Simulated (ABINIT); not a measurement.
# V (Im-3m) in ABINIT: notebook

The runs below take V through single point, with PBE.

Everything below comes from runs of ABINIT 10.8.3 (patched build). Logs are shortened: lines on timing, memory, paths and dates and some standing lists are left out, and cuts for length are marked. The log counts tension as positive stress, the text compression.

### Step 1. The structure

The structure is cubic, space group Im-3m (No. 229). The conventional cell has a = 3.029 Å, b = 3.029 Å, c = 3.029 Å, α = 90.00°, β = 90.00°, γ = 90.00°. V (site symmetry m-3m) has 8 V at 2.62 Å as nearest neighbours.

### Step 2. Single point, PBE

run.abi reads:

```
pp_dirpath "./"
pseudos "V.GGA_PBE-JTH.xml"

acell 3*1.0
rprim
    -2.8617067568     2.8617067568     2.8617067568
     2.8617067568    -2.8617067568     2.8617067568
     2.8617067568     2.8617067568    -2.8617067568
ntypat 1
znucl 23
natom 1
typat 1
xred
     0.0000000000     0.0000000000     0.0000000000

ecut 15.0
pawecutdg 30.0
pawxcdev 0

kptopt 1
ngkpt 12 12 12
nshiftk 1
shiftk 0.0 0.0 0.0

ixc 11

nband 11
occopt 3
tsmear 0.05 eV

nstep 100
tolvrs 1.0e-9

iomode 3
prtwf 0
prteig 0
prtebands 0
prtden 1
prtvha 1
prtvclmb 1
prtpot 1
```

Potentials or basis: JTH PAW PBE v2.0.

On the command line:

```sh
$ abinit run.abi > log 2>&1
```

run.abo:

```text
.Version 10.8.3 of ABINIT
 Symmetries : space group Im -3 m (#229); Bravais cI (body-center cubic)
================================================================================
 Values of the parameters that define the memory need of the present run
     intxc =       0    ionmov =       0      iscf =      17    lmnmax =      18
     lnmax =       6     mgfft =      18  mpssoang =       3    mqgrid =    3001
     natom =       1  nloc_mem =       2    nspden =       1   nspinor =       1
    nsppol =       1      nsym =      48    n1xccc =       1    ntypat =       1
    occopt =       3   xclevel =       2
       mpw =         276          nfft =        5832          nkpt =          72
 PAW method is used; the additional fine FFT grid is defined by:
   mgfftf=        27    nfftf =     19683
================================================================================
================================================================================

--------------------------------------------------------------------------------
------------- Echo of variables that govern the present computation ------------
--------------------------------------------------------------------------------
 -outvars: echo values of preprocessed input variables --------
            acell      1.0000000000E+00  1.0000000000E+00  1.0000000000E+00 Bohr
              amu      5.09415000E+01
             ecut      1.50000000E+01 Hartree
                       outvar_i_n : Printing only first  50 k-points.
              ixc          11
                       outvar_i_n : Printing only first  50 k-points.
         kptrlatt       12    0    0      0   12    0      0    0   12
          kptrlen      5.94794580E+01
            natom           1
            nband          11
            ngfft          18      18      18
          ngfftdg          27      27      27
             nkpt          72
            nstep         100
             nsym          48
           ntypat           1
                       prtocc : prtvol=0, do not print more k-points.
           occopt           3
        pawecutdg      3.00000000E+01 Hartree
         pawxcdev           0
        prtebands           0
           prteig           0
           prtpot           1
         prtvclmb           1
           prtvha           1
            prtwf           0
            rprim     -2.8617067568E+00  2.8617067568E+00  2.8617067568E+00
                       2.8617067568E+00 -2.8617067568E+00  2.8617067568E+00
                       2.8617067568E+00  2.8617067568E+00 -2.8617067568E+00
          spgroup         229
           tolvrs      1.00000000E-09
           tsmear      1.83746611E-03 Hartree
            typat      1
           useylm           1
                       outvars : Printing only first  50 k-points.
            znucl       23.00000

================================================================================

 chkinp: Checking input parameters for consistency.

================================================================================
== DATASET  1 ==================================================================

--- !DatasetInfo
iteration_state: {dtset: 1, }
dimensions: {natom: 1, nkpt: 72, mband: 11, nsppol: 1, nspinor: 1, nspden: 1, mpw: 276, }
cutoff_energies: {ecut:  15.0, pawecutdg:  30.0, }
electrons: {nelect:   1.30000000E+01, charge:   0.00000000E+00, occopt:   3.00000000E+00, tsmear:   1.83746611E-03, }
meta: {optdriver: 0, ionmov: 0, optcell: 0, iscf: 17, paral_kgb: 0, }
...

 Exchange-correlation functional for the present dataset will be:
  GGA: Perdew-Burke-Ernzerhof functional - ixc=11
  J.P.Perdew, K.Burke, M.Ernzerhof, PRL 77, 3865 (1996)

 Real(R)+Recip(G) space primitive vectors, cartesian coordinates (Bohr,Bohr^-1):
 R(1)= -2.8617068  2.8617068  2.8617068  G(1)=  0.0000000  0.1747209  0.1747209
 R(2)=  2.8617068 -2.8617068  2.8617068  G(2)=  0.1747209  0.0000000  0.1747209
 R(3)=  2.8617068  2.8617068 -2.8617068  G(3)=  0.1747209  0.1747209  0.0000000
 Unit cell volume ucvol=  9.3742251E+01 bohr^3
 Angles (23,13,12)=  1.09471221E+02  1.09471221E+02  1.09471221E+02 degrees

 Coarse grid specifications (used for wave-functions):

 getcut: wavevector=  0.0000  0.0000  0.0000  ngfft=  18  18  18
         ecut(hartree)=     15.000   => boxcut(ratio)=   2.08294

 Fine grid specifications (used for densities):

 getcut: wavevector=  0.0000  0.0000  0.0000  ngfft=  27  27  27
         ecut(hartree)=     30.000   => boxcut(ratio)=   2.13061

--- Pseudopotential description ------------------------------------------------
- pspini: atom type   1  psp file is ./V.GGA_PBE-JTH.xml
 Pseudopotential format is: paw10
 basis_size (lnmax)=  6 (lmn_size= 18), orbitals=   0   0   1   1   2   2
 Spheres core radius: rc_sph= 2.21062609
 Shapefunction is BESSEL type: shapef(r,l)=aa(1,l)*jl(q(1,l)*r)+aa(2,l)*jl(q(2,l)*r)
 Radius for shape functions =  2.01138968
 Compensation charge density is not taken into account in XC energy/potential

   2.89117218E+02                                ecore*ucvol(ha*bohr**3)
--------------------------------------------------------------------------------

[... 7 lines left out ...]

     iter   Etot(hartree)      deltaE(h)  residm     nres2
 ETOT  1  -71.942667081526    -7.194E+01 8.186E-01 1.990E+00
 ETOT  2  -72.073227384850    -1.306E-01 1.548E-02 3.043E-01
 ETOT  3  -72.072868599309     3.588E-04 8.302E-04 1.619E-02
 ETOT  4  -72.072932797979    -6.420E-05 2.547E-03 8.476E-03
 ETOT  5  -72.072909354844     2.344E-05 3.675E-04 1.549E-04
 ETOT  6  -72.072909972959    -6.181E-07 4.831E-04 1.119E-04
 ETOT  7  -72.072909609272     3.637E-07 1.017E-04 1.416E-05
 ETOT  8  -72.072909576397     3.287E-08 8.952E-05 2.365E-07
 ETOT  9  -72.072909576185     2.120E-10 2.356E-05 4.727E-08
 ETOT 10  -72.072909576162     2.335E-11 1.138E-04 3.823E-08
 ETOT 11  -72.072909576079     8.266E-11 2.553E-05 3.936E-11

 At SCF step   11       nres2   =  3.94E-11 < tolvrs=  1.00E-09 =>converged.

 Cartesian components of stress tensor (hartree/bohr^3)
  sigma(1 1)=  1.65334810E-04  sigma(3 2)=  0.00000000E+00
  sigma(2 2)=  1.65334810E-04  sigma(3 1)=  0.00000000E+00
  sigma(3 3)=  1.65334810E-04  sigma(2 1)=  0.00000000E+00

--- !ResultsGS
iteration_state: {dtset: 1, }
comment   : Summary of ground state results
lattice_vectors:
- [ -2.8617068,   2.8617068,   2.8617068, ]
- [  2.8617068,  -2.8617068,   2.8617068, ]
- [  2.8617068,   2.8617068,  -2.8617068, ]
lattice_lengths: [   4.95662,    4.95662,    4.95662, ]
lattice_angles: [109.471, 109.471, 109.471, ] # degrees, (23, 13, 12)
lattice_volume:   9.3742251E+01
convergence: {deltae:  8.266E-11, res2:  3.936E-11, residm:  2.553E-05, diffor: null, }
etotal    :  -7.20729096E+01
entropy   :   0.00000000E+00
fermie    :   3.62501367E-01
cartesian_stress_tensor: # hartree/bohr^3
- [  1.65334810E-04,   0.00000000E+00,   0.00000000E+00, ]
- [  0.00000000E+00,   1.65334810E-04,   0.00000000E+00, ]
- [  0.00000000E+00,   0.00000000E+00,   1.65334810E-04, ]
pressure_GPa:  -4.8643E+00
xred      :
- [  0.0000E+00,   0.0000E+00,   0.0000E+00,  V]
cartesian_forces: # hartree/bohr
- [ -0.00000000E+00,  -0.00000000E+00,  -0.00000000E+00, ]
force_length_stats: {min:   0.00000000E+00, max:   0.00000000E+00, mean:   0.00000000E+00, }
...

 Integrated electronic density in atomic spheres:
 ------------------------------------------------
 Atom  Sphere_radius  Integrated_density
    1        2.21063         11.21224913

================================================================================

 ----iterations are completed or convergence reached----

 Mean square residual over all n,k,spin=   39.911E-09; max=  25.528E-06
 reduced coordinates (array xred) for    1 atoms
       0.000000000000      0.000000000000      0.000000000000
 rms dE/dt=  0.0000E+00; max dE/dt=  0.0000E+00; dE/dt below (all hartree)
    1       0.000000000000      0.000000000000      0.000000000000

 cartesian coordinates (angstrom) at end:
    1      0.00000000000000     0.00000000000000     0.00000000000000

 cartesian forces (hartree/bohr) at end:
    1     -0.00000000000000    -0.00000000000000    -0.00000000000000
 frms,max,avg= 0.0000000E+00 0.0000000E+00   0.000E+00  0.000E+00  0.000E+00 h/b

 cartesian forces (eV/Angstrom) at end:
    1     -0.00000000000000    -0.00000000000000    -0.00000000000000
 frms,max,avg= 0.0000000E+00 0.0000000E+00   0.000E+00  0.000E+00  0.000E+00 e/A
 length scales=  1.000000000000  1.000000000000  1.000000000000 bohr
              =  0.529177210544  0.529177210544  0.529177210544 angstroms
 Fermi (or HOMO) energy (hartree) =   0.36250   Average Vxc (hartree)=  -0.44524
 Eigenvalues (hartree) for nkpt=  72  k points:
 kpt#   1, nband= 11, wtk=  0.00058, kpt=  0.0000  0.0000  0.0000 (reduced coord)
  -1.98025   -1.00060   -1.00060   -1.00060    0.12266    0.37769    0.37769    0.37769
   0.44868    0.44868    1.10929
      occupation numbers for kpt#   1
   2.00000    2.00000    2.00000    2.00000    2.00000    0.00052    0.00052    0.00052
   0.00000    0.00000    0.00000
 prteigrs : prtvol=0 or 1, do not print more k-points.

--- !EnergyTerms
iteration_state     : {dtset: 1, }
comment             : Components of total free energy in Hartree
kinetic             :  9.86922795741332E+00
hartree             :  1.39699521868506E+01
xc                  : -3.82120787195587E+00
Ewald energy        : -5.37293392750311E+01
psp_core            :  3.08417191919270E+00
local_psp           : -4.40349750708951E+01
PAW spherical_terms :  2.58992457767037E+00
internal            : -7.20722455767551E+01
'-kT*entropy'       : -6.60443017251512E-04
total_energy        : -7.20729060197723E+01
total_energy_eV     : -1.96120368357431E+03
...

--- !EnergyTermsDC
iteration_state     : {dtset: 1, }
comment             : '"Double-counting" decomposition of free energy'
band_energy         : -8.50170850800797E+00
Ewald energy        : -5.37293392750311E+01
psp_core            :  3.08417191919270E+00
xc_dc               : -1.29932560625526E+01
PAW spherical_terms :  6.78827933370192E-02
internal            : -7.20722491330620E+01
'-kT*entropy'       : -6.60443017251512E-04
total_energy_dc     : -7.20729095760792E+01
total_energy_dc_eV  : -1.96120378034635E+03
...

--- !EnergyTermsWithPAWCore
iteration_state     : {dtset: 1, }
comment             : 'Components of total free energy, including PAW core contributions'
Total energy        : -9.49312625933881E+02
Total energy DC     : -9.49312629490188E+02
Total energy (eV)   : -2.58321125324733E+04
Total energy DC (eV): -2.58321126292454E+04
...

 Cartesian components of stress tensor (hartree/bohr^3)
  sigma(1 1)=  1.65334810E-04  sigma(3 2)=  0.00000000E+00
  sigma(2 2)=  1.65334810E-04  sigma(3 1)=  0.00000000E+00
  sigma(3 3)=  1.65334810E-04  sigma(2 1)=  0.00000000E+00

-Cartesian components of stress tensor (GPa)         [Pressure= -4.8643E+00 GPa]
- sigma(1 1)=  4.86431805E+00  sigma(3 2)=  0.00000000E+00
- sigma(2 2)=  4.86431805E+00  sigma(3 1)=  0.00000000E+00
- sigma(3 3)=  4.86431805E+00  sigma(2 1)=  0.00000000E+00

== END DATASET(S) ==============================================================
================================================================================

 -outvars: echo values of variables after computation  --------
            acell      1.0000000000E+00  1.0000000000E+00  1.0000000000E+00 Bohr
           etotal     -7.2072909576E+01
            fcart     -0.0000000000E+00 -0.0000000000E+00 -0.0000000000E+00
            rprim     -2.8617067568E+00  2.8617067568E+00  2.8617067568E+00
                       2.8617067568E+00 -2.8617067568E+00  2.8617067568E+00
                       2.8617067568E+00  2.8617067568E+00 -2.8617067568E+00
           strten      1.6533480991E-04  1.6533480991E-04  1.6533480991E-04
                       0.0000000000E+00  0.0000000000E+00  0.0000000000E+00
 Calculation completed.
```

Wall time 7.3 s (1 thread of Arm Neoverse V1, shared host); peak memory 0.09 GiB.

Results:

```yaml
Free_energy: -1961.2038 eV
Pressure: -4.9 GPa
Band_gap_on_the_k_mesh: none (metal or under the smearing width)
Valence_electrons_inside_the_program's_atomic_spheres: V 11.21 (radii [1.1698] Å)
```

Levels at points of the mesh, in eV from the Fermi level:
| k point | band 2 | band 3 | band 4 | band 5 | band 6 | band 7 | band 8 | band 9 | band 10 | band 11 |
| --- | --- | --- | --- | --- | --- | --- | --- | --- | --- | --- |
| (0.00, 0.00, 0.00) | -37.09 | -37.09 | -37.09 | -6.53 | 0.41 | 0.41 | 0.41 | 2.35 | 2.35 | 20.32 |
| (0.50, 0.00, 0.00) | -37.91 | -37.35 | -37.10 | -3.06 | -1.06 | 1.54 | 2.34 | 2.69 | 3.96 | 9.79 |
| (0.50, 0.50, 0.50) | -37.65 | -37.65 | -37.65 | -2.84 | -2.84 | 3.59 | 3.59 | 3.59 | 9.92 | 9.92 |

### Step 3. Single point, PBE, collinear spin, ferromagnetic start

run.abi: that of step 2 with these lines changed.

```diff
@@ -30,2 +30,6 @@
 
+nsppol 2
+spinat
+     0.0000000000     0.0000000000     2.0000000000
+
 nstep 100
```

Potentials or basis: JTH PAW PBE v2.0.

On the command line:

```sh
$ abinit run.abi > log 2>&1
```

Run time: 16 s. Hardware: 1 thread of Arm Neoverse V1, shared host; peak memory 0.11 GiB.

It converged, with:

| Item | Value |
| --- | --- |
| Free energy | -1961.2038 eV |
| Pressure | -4.9 GPa |
| Band gap on the k mesh | none (metal or under the smearing width) |
| Net moment | 0.00 μB per cell |
| Valence electrons inside the program's atomic spheres | V 11.21 (radii [1.1698] Å) |

Levels at points of the mesh, in eV from the Fermi level:
Spin up:
```
           k point  band 4  band 5  band 6  band 7  band 8  band 9
(0.00, 0.00, 0.00)  -37.09   -6.53    0.41    0.41    0.41    2.35
(0.50, 0.00, 0.00)  -37.10   -3.06   -1.06    1.54    2.34    2.69
(0.50, 0.50, 0.50)  -37.65   -2.84   -2.84    3.59    3.59    3.59
```
Spin down:
```
           k point  band 4  band 5  band 6  band 7  band 8  band 9
(0.00, 0.00, 0.00)  -37.09   -6.53    0.41    0.41    0.41    2.35
(0.50, 0.00, 0.00)  -37.10   -3.06   -1.06    1.54    2.34    2.69
(0.50, 0.50, 0.50)  -37.65   -2.84   -2.84    3.59    3.59    3.59
```

### Step 4. Single point, PBE, collinear spin, ferromagnetic start

run.abi: that of step 3 with these lines changed.

```diff
@@ -32,3 +32,3 @@
 spinat
-     0.0000000000     0.0000000000     2.0000000000
+     0.0000000000     0.0000000000     5.0000000000
```

Potentials or basis: JTH PAW PBE v2.0.

On the command line:

```sh
$ abinit run.abi > log 2>&1
```

run.abo:

```text
.Version 10.8.3 of ABINIT
 Symmetries : space group Im -3 m (#229); Bravais cI (body-center cubic)
================================================================================
 Values of the parameters that define the memory need of the present run
     intxc =       0    ionmov =       0      iscf =      17    lmnmax =      18
     lnmax =       6     mgfft =      18  mpssoang =       3    mqgrid =    3001
     natom =       1  nloc_mem =       2    nspden =       2   nspinor =       1
    nsppol =       2      nsym =      48    n1xccc =       1    ntypat =       1
    occopt =       3   xclevel =       2
       mpw =         276          nfft =        5832          nkpt =          72
 PAW method is used; the additional fine FFT grid is defined by:
   mgfftf=        27    nfftf =     19683
================================================================================
================================================================================

--------------------------------------------------------------------------------
------------- Echo of variables that govern the present computation ------------
--------------------------------------------------------------------------------
 -outvars: echo values of preprocessed input variables --------
            acell      1.0000000000E+00  1.0000000000E+00  1.0000000000E+00 Bohr
              amu      5.09415000E+01
             ecut      1.50000000E+01 Hartree
                       outvar_i_n : Printing only first  50 k-points.
              ixc          11
                       outvar_i_n : Printing only first  50 k-points.
         kptrlatt       12    0    0      0   12    0      0    0   12
          kptrlen      5.94794580E+01
            natom           1
            nband          11
[... 309 lines left out ...]
band_energy         : -8.50171089211803E+00
Ewald energy        : -5.37293392750311E+01
psp_core            :  3.08417191919270E+00
xc_dc               : -1.29932489018103E+01
PAW spherical_terms :  6.78780159185539E-02
internal            : -7.20722491338482E+01
'-kT*entropy'       : -6.60442379426724E-04
total_energy_dc     : -7.20729095762276E+01
total_energy_dc_eV  : -1.96120378035039E+03
...

--- !EnergyTermsWithPAWCore
iteration_state     : {dtset: 1, }
comment             : 'Components of total free energy, including PAW core contributions'
Total energy        : -9.49312635112586E+02
Total energy DC     : -9.49312629490337E+02
Total energy (eV)   : -2.58321127822386E+04
Total energy DC (eV): -2.58321126292494E+04
...

 Cartesian components of stress tensor (hartree/bohr^3)
  sigma(1 1)=  1.65390123E-04  sigma(3 2)=  0.00000000E+00
  sigma(2 2)=  1.65390123E-04  sigma(3 1)=  0.00000000E+00
  sigma(3 3)=  1.65390123E-04  sigma(2 1)=  0.00000000E+00

-Cartesian components of stress tensor (GPa)         [Pressure= -4.8659E+00 GPa]
- sigma(1 1)=  4.86594541E+00  sigma(3 2)=  0.00000000E+00
- sigma(2 2)=  4.86594541E+00  sigma(3 1)=  0.00000000E+00
- sigma(3 3)=  4.86594541E+00  sigma(2 1)=  0.00000000E+00

== END DATASET(S) ==============================================================
================================================================================

 -outvars: echo values of variables after computation  --------
            acell      1.0000000000E+00  1.0000000000E+00  1.0000000000E+00 Bohr
           etotal     -7.2072909576E+01
            fcart     -0.0000000000E+00 -0.0000000000E+00 -0.0000000000E+00
            rprim     -2.8617067568E+00  2.8617067568E+00  2.8617067568E+00
                       2.8617067568E+00 -2.8617067568E+00  2.8617067568E+00
                       2.8617067568E+00  2.8617067568E+00 -2.8617067568E+00
           strten      1.6539012276E-04  1.6539012276E-04  1.6539012276E-04
                       0.0000000000E+00  0.0000000000E+00  0.0000000000E+00
 Calculation completed.
```

Wall time 17 s (1 thread of Arm Neoverse V1, shared host); peak memory 0.11 GiB.

What came out:

```
Free energy                                           : -1961.2038 eV
Pressure                                              : -4.9 GPa
Band gap on the k mesh                                : none (metal or under the smearing width)
Net moment                                            : 0.00 μB per cell
Valence electrons inside the program's atomic spheres : V 11.21 (radii [1.1698] Å)
```

[end of part 1 of 2]
